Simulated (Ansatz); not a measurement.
## Lu under compression and expansion

```yaml
crystal:
  lattice:
    - [3.20283, 0.00000, 0.00000]
    - [0.00000, 3.20283, 0.00000]
    - [0.00000, 0.00000, 3.20283]
  atoms:
    - { symbol: Lu, position: [0.00000, 0.00000, 0.00000] }
```

The cell was built from the sc type and relaxed in the same program, and has space group Pm-3m; it needn't be a known or the stable phase.

No spin–orbit coupling, which matters for the heavy atoms here.

Methods: DFT, PBE, all-electron LAPW, scalar-relativistic (Ansatz 0.2.0); DFT, PBE, PAW with Ansatz's default frozen-core files, scalar-relativistic (Ansatz 0.2.0).

For LAPW: a Γ-centred 13×13×13 k mesh, Fermi–Dirac smearing of 0.03 eV, basis error target 0.25 meV/atom, no spin polarisation. PAW takes a cutoff of 420 eV at this cell. The Ansatz runs share mesh, smearing and spin set-up. Plane-wave (PAW) pressures include the program's estimate of the Pulay term.

The cell above is scaled evenly, with fractional coordinates and shape held.

```json
{"V/V(cell)": "0.9405", "V (Å³/atom)": "30.900", "P, LAPW (GPa)": "?", "P, PAW (GPa)": "?"}
{"V/V(cell)": "0.9700", "V (Å³/atom)": "31.869", "P, LAPW (GPa)": "0.96", "P, PAW (GPa)": "0.96"}
{"V/V(cell)": "1.0000", "V (Å³/atom)": "32.855", "P, LAPW (GPa)": "0.00", "P, PAW (GPa)": "0.00"}
{"V/V(cell)": "1.0300", "V (Å³/atom)": "33.841", "P, LAPW (GPa)": "-0.84", "P, PAW (GPa)": "-0.85"}
{"V/V(cell)": "1.0600", "V (Å³/atom)": "34.826", "P, LAPW (GPa)": "-1.58", "P, PAW (GPa)": "-1.59"}
```

(1) Fill in the row V/V(cell) = 0.9405.

(2) What do Birch–Murnaghan fits to the pressures give?

## Answers

(1) P, LAPW (GPa) = 2.03, P, PAW (GPa) = 2.02.

(2) LAPW: V0 = 32.86 Å³/atom, B0 = 30 GPa, B0′ = 3.2; PAW: V0 = 32.85 Å³/atom, B0 = 30 GPa, B0′ = 3.2.
